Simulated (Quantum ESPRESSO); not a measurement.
# PbO (Pbcm) in Quantum ESPRESSO: band structure with PBEsol

Aim: the band structure of PbO with PBEsol.

Program: Quantum ESPRESSO 7.5. These are calculated values, not measurements. Logs are shortened: lines on timing, memory, paths and dates and some standing lists are left out, and cuts for length are marked.

**1. Starting point**

Symmetry: Pbcm, No. 57, orthorhombic system. The conventional cell has a = 5.876 Å, b = 5.476 Å, c = 4.743 Å, α = 90.00°, β = 90.00°, γ = 90.00°. Around Pb (site symmetry m) lie 2 O at 2.17 to 2.44 Å. O (site symmetry m) is surrounded by 2 Pb at 2.17 to 2.44 Å.

**2. Band structure, PBEsol**

pw.in reads:

```
&CONTROL
  calculation = 'scf'
  prefix = 'pwscf'
  outdir = './tmp'
  pseudo_dir = './pseudo'
  tprnfor = .true.
  tstress = .true.
  disk_io = 'low'
/
&SYSTEM
  ibrav = 0
  celldm(1) = 8
  nat = 8
  ntyp = 2
  ecutwfc = 45
  ecutrho = 360
  nbnd = 52
  occupations = 'smearing'
  smearing = 'fd'
  degauss = 0.00367493
/
&ELECTRONS
  conv_thr = 1.6d-09
  electron_maxstep = 120
  mixing_beta = 0.5
/
ATOMIC_SPECIES
Pb   207.2000 pb_pbesol_v1.uspp.F.UPF
O     15.9990 o_pbesol_v1.2.uspp.F.UPF
CELL_PARAMETERS alat
  1.3880038385376   0.0000000000000   0.0000000000000
  0.0000000000000   1.2935175323063   0.0000000000000
  0.0000000000000   0.0000000000000   1.1203713761375
ATOMIC_POSITIONS crystal
Pb     0.7690000000    0.5140000000    0.2500000000
Pb     0.2310000000    0.4860000000    0.7500000000
Pb     0.7690000000    0.9860000000    0.7500000000
Pb     0.2310000000    0.0140000000    0.2500000000
O      0.1320000000    0.5820000000    0.2500000000
O      0.8680000000    0.4180000000    0.7500000000
O      0.1320000000    0.9180000000    0.7500000000
O      0.8680000000    0.0820000000    0.2500000000
K_POINTS automatic
5 5 6 0 0 0
```

bands_first_try.in reads:

```
&CONTROL
  calculation = 'bands'
  prefix = 'pwscf'
  outdir = './tmp'
  pseudo_dir = './pseudo'
  disk_io = 'low'
  verbosity = 'high'
/
&SYSTEM
  ibrav = 0
  celldm(1) = 8
  nat = 8
  ntyp = 2
  ecutwfc = 45
  ecutrho = 360
  nbnd = 52
  occupations = 'smearing'
  smearing = 'fd'
  degauss = 0.00367493
/
&ELECTRONS
  conv_thr = 1d-08
  electron_maxstep = 120
  mixing_beta = 0.5
  diago_full_acc = .true.
  startingwfc = 'random'
/
ATOMIC_SPECIES
Pb   207.2000 pb_pbesol_v1.uspp.F.UPF
O     15.9990 o_pbesol_v1.2.uspp.F.UPF
CELL_PARAMETERS alat
  1.3880038385376   0.0000000000000   0.0000000000000
  0.0000000000000   1.2935175323063   0.0000000000000
  0.0000000000000   0.0000000000000   1.1203713761375
ATOMIC_POSITIONS crystal
Pb     0.7690000000    0.5140000000    0.2500000000
Pb     0.2310000000    0.4860000000    0.7500000000
Pb     0.7690000000    0.9860000000    0.7500000000
Pb     0.2310000000    0.0140000000    0.2500000000
O      0.1320000000    0.5820000000    0.2500000000
O      0.8680000000    0.4180000000    0.7500000000
O      0.1320000000    0.9180000000    0.7500000000
O      0.8680000000    0.0820000000    0.2500000000
K_POINTS crystal
60
 0.0000000000  0.0000000000  0.0000000000 1
 0.0000000000  0.0000000000 -0.1000000000 1
 0.0000000000  0.0000000000 -0.2000000000 1
 0.0000000000  0.0000000000 -0.3000000000 1
 0.0000000000  0.0000000000 -0.4000000000 1
 0.0000000000  0.0000000000 -0.5000000000 1
 0.0000000000 -0.1250000000 -0.5000000000 1
 0.0000000000 -0.2500000000 -0.5000000000 1
 0.0000000000 -0.3750000000 -0.5000000000 1
 0.0000000000 -0.5000000000 -0.5000000000 1
 0.0000000000 -0.5000000000 -0.4000000000 1
 0.0000000000 -0.5000000000 -0.3000000000 1
 0.0000000000 -0.5000000000 -0.2000000000 1
 0.0000000000 -0.5000000000 -0.1000000000 1
 0.0000000000 -0.5000000000  0.0000000000 1
 0.0000000000 -0.3750000000  0.0000000000 1
 0.0000000000 -0.2500000000  0.0000000000 1
 0.0000000000 -0.1250000000  0.0000000000 1
 0.0000000000  0.0000000000  0.0000000000 1
-0.1250000000  0.0000000000  0.0000000000 1
-0.2500000000  0.0000000000  0.0000000000 1
-0.3750000000  0.0000000000  0.0000000000 1
-0.5000000000  0.0000000000  0.0000000000 1
-0.5000000000  0.0000000000 -0.1000000000 1
-0.5000000000  0.0000000000 -0.2000000000 1
-0.5000000000  0.0000000000 -0.3000000000 1
-0.5000000000  0.0000000000 -0.4000000000 1
-0.5000000000  0.0000000000 -0.5000000000 1
-0.5000000000 -0.1000000000 -0.5000000000 1
-0.5000000000 -0.2000000000 -0.5000000000 1
-0.5000000000 -0.3000000000 -0.5000000000 1
-0.5000000000 -0.4000000000 -0.5000000000 1
-0.5000000000 -0.5000000000 -0.5000000000 1
-0.5000000000 -0.5000000000 -0.4166666667 1
-0.5000000000 -0.5000000000 -0.3333333333 1
-0.5000000000 -0.5000000000 -0.2500000000 1
-0.5000000000 -0.5000000000 -0.1666666667 1
-0.5000000000 -0.5000000000 -0.0833333333 1
-0.5000000000 -0.5000000000  0.0000000000 1
-0.5000000000 -0.4000000000  0.0000000000 1
-0.5000000000 -0.3000000000  0.0000000000 1
-0.5000000000 -0.2000000000  0.0000000000 1
-0.5000000000 -0.1000000000  0.0000000000 1
-0.5000000000  0.0000000000  0.0000000000 1
 0.0000000000 -0.5000000000  0.0000000000 1
-0.1250000000 -0.5000000000  0.0000000000 1
-0.2500000000 -0.5000000000  0.0000000000 1
-0.3750000000 -0.5000000000  0.0000000000 1
-0.5000000000 -0.5000000000  0.0000000000 1
-0.5000000000  0.0000000000 -0.5000000000 1
-0.4000000000  0.0000000000 -0.5000000000 1
-0.3000000000  0.0000000000 -0.5000000000 1
-0.2000000000  0.0000000000 -0.5000000000 1
-0.1000000000  0.0000000000 -0.5000000000 1
 0.0000000000  0.0000000000 -0.5000000000 1
 0.0000000000 -0.5000000000 -0.5000000000 1
-0.1250000000 -0.5000000000 -0.5000000000 1
-0.2500000000 -0.5000000000 -0.5000000000 1
-0.3750000000 -0.5000000000 -0.5000000000 1
-0.5000000000 -0.5000000000 -0.5000000000 1
```

bands.in reads:

```
&CONTROL
  calculation = 'bands'
  prefix = 'pwscf'
  outdir = './tmp'
  pseudo_dir = './pseudo'
  disk_io = 'low'
  verbosity = 'high'
/
&SYSTEM
  ibrav = 0
  celldm(1) = 8
  nat = 8
  ntyp = 2
  ecutwfc = 45
  ecutrho = 360
  nbnd = 52
  occupations = 'smearing'
  smearing = 'fd'
  degauss = 0.00367493
/
&ELECTRONS
  conv_thr = 1d-08
  electron_maxstep = 120
  mixing_beta = 0.5
  diago_full_acc = .true.
/
ATOMIC_SPECIES
Pb   207.2000 pb_pbesol_v1.uspp.F.UPF
O     15.9990 o_pbesol_v1.2.uspp.F.UPF
CELL_PARAMETERS alat
  1.3880038385376   0.0000000000000   0.0000000000000
  0.0000000000000   1.2935175323063   0.0000000000000
  0.0000000000000   0.0000000000000   1.1203713761375
ATOMIC_POSITIONS crystal
Pb     0.7690000000    0.5140000000    0.2500000000
Pb     0.2310000000    0.4860000000    0.7500000000
Pb     0.7690000000    0.9860000000    0.7500000000
Pb     0.2310000000    0.0140000000    0.2500000000
O      0.1320000000    0.5820000000    0.2500000000
O      0.8680000000    0.4180000000    0.7500000000
O      0.1320000000    0.9180000000    0.7500000000
O      0.8680000000    0.0820000000    0.2500000000
K_POINTS crystal
60
 0.0000000000  0.0000000000  0.0000000000 1
 0.0000000000  0.0000000000 -0.1000000000 1
 0.0000000000  0.0000000000 -0.2000000000 1
 0.0000000000  0.0000000000 -0.3000000000 1
 0.0000000000  0.0000000000 -0.4000000000 1
 0.0000000000  0.0000000000 -0.5000000000 1
 0.0000000000 -0.1250000000 -0.5000000000 1
 0.0000000000 -0.2500000000 -0.5000000000 1
 0.0000000000 -0.3750000000 -0.5000000000 1
 0.0000000000 -0.5000000000 -0.5000000000 1
 0.0000000000 -0.5000000000 -0.4000000000 1
 0.0000000000 -0.5000000000 -0.3000000000 1
 0.0000000000 -0.5000000000 -0.2000000000 1
 0.0000000000 -0.5000000000 -0.1000000000 1
 0.0000000000 -0.5000000000  0.0000000000 1
 0.0000000000 -0.3750000000  0.0000000000 1
 0.0000000000 -0.2500000000  0.0000000000 1
 0.0000000000 -0.1250000000  0.0000000000 1
 0.0000000000  0.0000000000  0.0000000000 1
-0.1250000000  0.0000000000  0.0000000000 1
-0.2500000000  0.0000000000  0.0000000000 1
-0.3750000000  0.0000000000  0.0000000000 1
-0.5000000000  0.0000000000  0.0000000000 1
-0.5000000000  0.0000000000 -0.1000000000 1
-0.5000000000  0.0000000000 -0.2000000000 1
-0.5000000000  0.0000000000 -0.3000000000 1
-0.5000000000  0.0000000000 -0.4000000000 1
-0.5000000000  0.0000000000 -0.5000000000 1
-0.5000000000 -0.1000000000 -0.5000000000 1
-0.5000000000 -0.2000000000 -0.5000000000 1
-0.5000000000 -0.3000000000 -0.5000000000 1
-0.5000000000 -0.4000000000 -0.5000000000 1
-0.5000000000 -0.5000000000 -0.5000000000 1
-0.5000000000 -0.5000000000 -0.4166666667 1
-0.5000000000 -0.5000000000 -0.3333333333 1
-0.5000000000 -0.5000000000 -0.2500000000 1
-0.5000000000 -0.5000000000 -0.1666666667 1
-0.5000000000 -0.5000000000 -0.0833333333 1
-0.5000000000 -0.5000000000  0.0000000000 1
-0.5000000000 -0.4000000000  0.0000000000 1
-0.5000000000 -0.3000000000  0.0000000000 1
-0.5000000000 -0.2000000000  0.0000000000 1
-0.5000000000 -0.1000000000  0.0000000000 1
-0.5000000000  0.0000000000  0.0000000000 1
 0.0000000000 -0.5000000000  0.0000000000 1
-0.1250000000 -0.5000000000  0.0000000000 1
-0.2500000000 -0.5000000000  0.0000000000 1
-0.3750000000 -0.5000000000  0.0000000000 1
-0.5000000000 -0.5000000000  0.0000000000 1
-0.5000000000  0.0000000000 -0.5000000000 1
-0.4000000000  0.0000000000 -0.5000000000 1
-0.3000000000  0.0000000000 -0.5000000000 1
-0.2000000000  0.0000000000 -0.5000000000 1
-0.1000000000  0.0000000000 -0.5000000000 1
 0.0000000000  0.0000000000 -0.5000000000 1
 0.0000000000 -0.5000000000 -0.5000000000 1
-0.1250000000 -0.5000000000 -0.5000000000 1
-0.2500000000 -0.5000000000 -0.5000000000 1
-0.3750000000 -0.5000000000 -0.5000000000 1
-0.5000000000 -0.5000000000 -0.5000000000 1
```

Potentials or basis: GBRV 1.5 PBEsol.

Run with:

```console
$ OMP_NUM_THREADS=1 mpirun -n 2 pw.x -nk 2 -in pw.in > pw.out
$ OMP_NUM_THREADS=1 mpirun -n 2 pw.x -nk 2 -in bands_first_try.in > bands_first_try.out
$ OMP_NUM_THREADS=1 mpirun -n 2 pw.x -nk 2 -in bands.in > bands.out
```

pw.out:

```text
This program is part of the open-source Quantum ESPRESSO suite
     for quantum simulation of materials; please cite
         "P. Giannozzi et al., J. Phys.:Condens. Matter 21 395502 (2009);
         "P. Giannozzi et al., J. Phys.:Condens. Matter 29 465901 (2017);
         "P. Giannozzi et al., J. Chem. Phys. 152 154105 (2020);
     in publications or presentations arising from this work. More details at

     Message from routine setup:
     using ibrav=0 with symmetry is DISCOURAGED, use correct ibrav instead

     K-points division:     npool     =       2
     Subspace diagonalization in iterative solution of the eigenvalue problem:
     a serial algorithm will be used

     G-vector sticks info
     --------------------
     sticks:   dense  smooth     PW     G-vecs:    dense   smooth      PW
     Sum        3289    1655    467               118815    41977    6463

     Using Slab Decomposition

     bravais-lattice index     =            0
     lattice parameter (alat)  =       8.0000  a.u.
     unit-cell volume          =    1029.8997 (a.u.)^3
     number of atoms/cell      =            8
     number of atomic types    =            2
     number of electrons       =        80.00
     number of Kohn-Sham states=           52
     kinetic-energy cutoff     =      45.0000  Ry
     charge density cutoff     =     360.0000  Ry
     scf convergence threshold =      1.6E-09
     mixing beta               =       0.5000
     number of iterations used =            8  plain     mixing
     Exchange-correlation= SLA  PW   PSX  PSC
                           (   1   4  10   8   0   0   0)

     celldm(1)=   8.000000  celldm(2)=   0.000000  celldm(3)=   0.000000
     celldm(4)=   0.000000  celldm(5)=   0.000000  celldm(6)=   0.000000

     crystal axes: (cart. coord. in units of alat)
               a(1) = (   1.388004   0.000000   0.000000 )
               a(2) = (   0.000000   1.293518   0.000000 )
               a(3) = (   0.000000   0.000000   1.120371 )

     reciprocal axes: (cart. coord. in units 2 pi/alat)
               b(1) = (  0.720459  0.000000  0.000000 )
               b(2) = (  0.000000  0.773086  0.000000 )
               b(3) = (  0.000000  0.000000  0.892561 )

     PseudoPot. # 1 for Pb read from file:
     pb_pbesol_v1.uspp.F.UPF
     Pseudo is Ultrasoft + core correction, Zval = 14.0
     Generated by new atomic code, or converted to UPF format
[... 42 lines left out ...]
                       cart. coord. in units 2pi/alat
        k(    1) = (   0.0000000   0.0000000   0.0000000), wk =   0.0133333
        k(    2) = (   0.0000000   0.0000000   0.1487602), wk =   0.0266667
        k(    3) = (   0.0000000   0.0000000   0.2975204), wk =   0.0266667
        k(    4) = (   0.0000000   0.0000000  -0.4462806), wk =   0.0133333
        k(    5) = (   0.0000000   0.1546172   0.0000000), wk =   0.0266667
        k(    6) = (   0.0000000   0.1546172   0.1487602), wk =   0.0533333
[... 28 lines left out ...]
        k(   35) = (   0.2881836   0.3092343   0.2975204), wk =   0.1066667
        k(   36) = (   0.2881836   0.3092343  -0.4462806), wk =   0.0533333

     Dense  grid:   118815 G-vectors     FFT dimensions: (  72,  64,  60)

     Smooth grid:    41977 G-vectors     FFT dimensions: (  48,  48,  40)

     Check: negative core charge=   -0.000003

     Initial potential from superposition of free atoms

     starting charge      79.9915, renormalised to      80.0000

     negative rho (up, down):  6.347E-02 0.000E+00
     Starting wfcs are   52 randomized atomic wfcs

     Self-consistent Calculation

     iteration #  1     ecut=    45.00 Ry     beta= 0.50
     Davidson diagonalization with overlap
     ethr =  1.00E-02,  avg # of iterations =  2.1

     negative rho (up, down):  5.960E-02 0.000E+00
[... 121 lines left out ...]
     iteration # 15     ecut=    45.00 Ry     beta= 0.50
     Davidson diagonalization with overlap
     ethr =  6.72E-11,  avg # of iterations =  4.1

     negative rho (up, down):  6.235E-02 0.000E+00

     End of self-consistent calculation

          k = 0.0000 0.0000 0.0000 (  5227 PWs)   bands (ev):

    -8.9409  -8.7732  -8.6953  -8.6350  -7.0331  -6.9710  -6.9306  -6.9139
    -6.8613  -6.8487  -6.8458  -6.8044  -6.7838  -6.7554  -6.7342  -6.7130
    -6.7100  -6.7035  -6.6911  -6.6588  -6.6264  -5.7681  -5.4745  -5.4646
     1.4030   2.0904   2.5912   2.9629   4.0681   4.4164   4.7142   5.9363
     6.0937   6.5075   6.7334   6.9962   7.0345   7.4226   8.0775   8.4249
    11.9637  12.4791  12.7919  13.1785  13.3640  14.8642  15.6559  15.8745
    16.0441  16.5447  16.7891  17.0149
[... 343 lines left out ...]
    -8.5740  -8.5740  -8.5700  -8.5700  -6.9225  -6.9225  -6.9210  -6.9210
    -6.8591  -6.8591  -6.8571  -6.8571  -6.7571  -6.7571  -6.7461  -6.7461
    -6.7006  -6.7006  -6.6954  -6.6954  -6.2072  -6.2072  -6.0100  -6.0100
     1.0538   1.0538   1.3970   1.3970   6.0453   6.0453   6.5033   6.5033
     7.2061   7.2061   7.3101   7.3101   7.8396   7.8396   7.9610   7.9610
    10.7339  10.7339  11.2348  11.2348  14.8051  14.8051  15.2294  15.2294
    16.1200  16.1200  16.2865  16.2865

     the Fermi energy is     9.4105 ev

!    total energy              =    -784.50491790 Ry
     estimated scf accuracy    <          1.2E-09 Ry
     smearing contrib. (-TS)   =      -0.00000000 Ry
     internal energy E=F+TS    =    -784.50491790 Ry

     The total energy is F=E-TS. E is the sum of the following terms:
     one-electron contribution =    -198.90538140 Ry
     hartree contribution      =     159.71297847 Ry
     xc contribution           =    -280.99073001 Ry
     ewald contribution        =    -464.32178497 Ry

     convergence has been achieved in  15 iterations

     negative rho (up, down):  6.235E-02 0.000E+00

     Forces acting on atoms (cartesian axes, Ry/au):

     atom    1 type  1   force =     0.00214264   -0.03779088   -0.00000000
     atom    2 type  1   force =    -0.00214264    0.03779088    0.00000000
     atom    3 type  1   force =     0.00214264    0.03779088    0.00000000
     atom    4 type  1   force =    -0.00214264   -0.03779088    0.00000000
     atom    5 type  2   force =     0.02504425    0.01312121    0.00000000
     atom    6 type  2   force =    -0.02504425   -0.01312121    0.00000000
     atom    7 type  2   force =     0.02504425   -0.01312121    0.00000000
     atom    8 type  2   force =    -0.02504425    0.01312121   -0.00000000

     Total force =     0.094491     Total SCF correction =     0.000255

     Computing stress (Cartesian axis) and pressure

     negative rho (up, down):  6.235E-02 0.000E+00
          total   stress  (Ry/bohr**3)                   (kbar)     P=      -21.31
   0.00013802   0.00000000   0.00000000           20.30        0.00        0.00
   0.00000000  -0.00037686   0.00000000            0.00      -55.44        0.00
   0.00000000   0.00000000  -0.00019584            0.00        0.00      -28.81

=------------------------------------------------------------------------------=
   JOB DONE.
=------------------------------------------------------------------------------=
```

It took 12 min on 2 MPI ranks of Arm Neoverse V1, shared host; peak memory 0.72 GiB.

What came out:

```
Free energy             : -10673.7332 eV
Pressure                : -2.1 GPa
Largest force           : 0.973 eV/Å
Band gap on the k mesh  : 1.91 eV, indirect (least direct gap 2.09 eV)
Band gap along the path : 1.90 eV, indirect (least direct gap 2.11 eV)
```

Forces on the atoms (eV/Å):
```
Pb   0.055 -0.972  0.000
Pb  -0.055  0.972  0.000
Pb   0.055  0.972  0.000
Pb  -0.055 -0.972  0.000
O    0.644  0.337  0.000
O   -0.644 -0.337  0.000
O    0.644 -0.337  0.000
O   -0.644  0.337  0.000
```

Stress tensor (GPa, compression positive):
```
 2.03  0.00  0.00
 0.00 -5.54  0.00
 0.00  0.00 -2.88
```

Levels at the corners of the path, in eV from the valence-band top:
```csv
point,band 38,band 39,band 40,band 41,band 42,band 43
Γ,-1.02,-0.37,-0.02,3.52,4.03,4.35
X,-0.71,-0.16,-0.16,4.14,4.14,4.69
S,-0.63,-0.63,-0.63,3.19,3.19,3.19
Y,-0.75,-0.11,-0.11,3.67,3.67,4.71
Γ,-1.02,-0.37,-0.02,3.52,4.03,4.35
Z,-0.67,-0.56,0.00,2.74,2.94,3.33
U,-0.51,-0.41,-0.41,3.25,3.25,3.40
R,-0.54,-0.54,-0.54,2.41,2.41,2.41
T,-0.55,-0.43,-0.43,3.11,3.11,3.83
Z,-0.67,-0.56,0.00,2.74,2.94,3.33
Y,-0.75,-0.11,-0.11,3.67,3.67,4.71
T,-0.55,-0.43,-0.43,3.11,3.11,3.83
U,-0.51,-0.41,-0.41,3.25,3.25,3.40
X,-0.71,-0.16,-0.16,4.14,4.14,4.69
S,-0.63,-0.63,-0.63,3.19,3.19,3.19
R,-0.54,-0.54,-0.54,2.41,2.41,2.41
```

Caveat: some levels on the path didn't converge; spin-orbit coupling is left out, which as a rule narrows the gap of such compounds by several tenths of an eV; the cell's inner coordinates are idealised or old, which leaves forces on the atoms.
